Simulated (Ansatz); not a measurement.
**Emptying VH₂ of H**

Method: Ansatz 0.2.0, DFT r2SCAN, scalar-relativistic, plane waves, PAW.

Cutoff 500 eV; k points 14×14×14 on the computed 3-atom cell (Γ-centred); Gaussian smearing, width 0.10 eV; collinear spin from starting moments 1.04 0 0 μB for the host; each changed cell takes a mesh and smearing chosen by its own gap and starts from the host's moments or customary ones, or runs without spin. Cells and atoms are relaxed to the nearest stationary point that keeps the symmetry of their start (forces under 0.02 to 0.04 eV/Å, stress under 0.1 to 0.2 GPa); energies are at zero smearing, without zero-point or thermal terms.

Relaxed VH₂ (gap on the mesh 0 eV, moment 0.0 μB a cell):

```
V H
1.0
     0.00000    2.09383    2.09383
     2.09383    0.00000    2.09383
     2.09383    2.09383    0.00000
V H
1 2
Direct
  0.00000 0.00000 0.00000
  0.25000 0.25000 0.25000
  0.75000 0.75000 0.75000
```

Cases, by atom numbers of the cell above: (1) atoms 2, 3 removed; (2) atom 3 removed.

The table gives for each case the energy to move one H into half an H2 molecule and the change of the cell.

| case | formula | energy per H (eV) | ΔV (%) | principal strains (%) | space group | gap (eV) | moment (μB/cell) |
| --- | --- | --- | --- | --- | --- | --- | --- |
| 1 | V | 0.48 | -25.2 | -9.2 -9.2 -9.2 | Fm-3m | 0 | 0.0 |
| 2 | VH | 0.52 | -9.8 | -3.4 -3.4 -3.4 | F-43m | 0 | 0.3 |

Step by step, from the lower of at most two arrangements at each filling: 1.00 → 0.50 costs 0.52 eV per H; 0.50 → 0.00 costs 0.43 eV per H. Where a step costs less than the one before it, this arrangement lies above the line between its neighbours; others weren't tried.

Emptied cells are the nearest stationary points that keep their symmetry and need not be the stable phases of those compositions.

The state reached may not be the lowest one.

Cost: 3 runs of about 2 core-minutes in all, on Intel Xeon Platinum 8488C (Sapphire Rapids) (shared hosts).